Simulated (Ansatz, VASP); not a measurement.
One calculation of KBr, two programs

```xyz
2
Lattice="4.1785 0.7905 0.7905 0.7905 4.1785 0.7905 0.7905 0.7905 4.1785" Properties=species:S:1:pos:R:3 pbc="T T T"
K     0.0000    0.0000    0.0000
Br    2.8798    2.8798    2.8798
```

Alike in both runs: task single point; functional PBE; k mesh 6 × 6 × 6; occupations gaussian, width 0.05 eV; no spin polarisation.

```csv
,VASP,Ansatz
version,VASP 6.6.1,Ansatz 0.2.0
potentials or method,"VASP PAW PBE potentials, release 64 (K_sv, Br)","scalar-relativistic, plane waves, PAW"
plane-wave cutoff (eV),520,420
valence electrons in the cell,16,16
```

|  | VASP | Ansatz | Ansatz less VASP |
| --- | --- | --- | --- |
| gap on the k mesh at the Fermi level (eV) | 4.37 | 4.37 | +0.002 |
| least direct gap on the mesh (eV) | 4.37 | 4.37 | +0.002 |
| pressure (GPa) | 2.2 | 2.2 | -0.06 |
| largest component of the traceless stress (GPa) | 0.28 | 0.29 | +0.006 |

As with any semilocal functional, this PBE gap is likely too small.
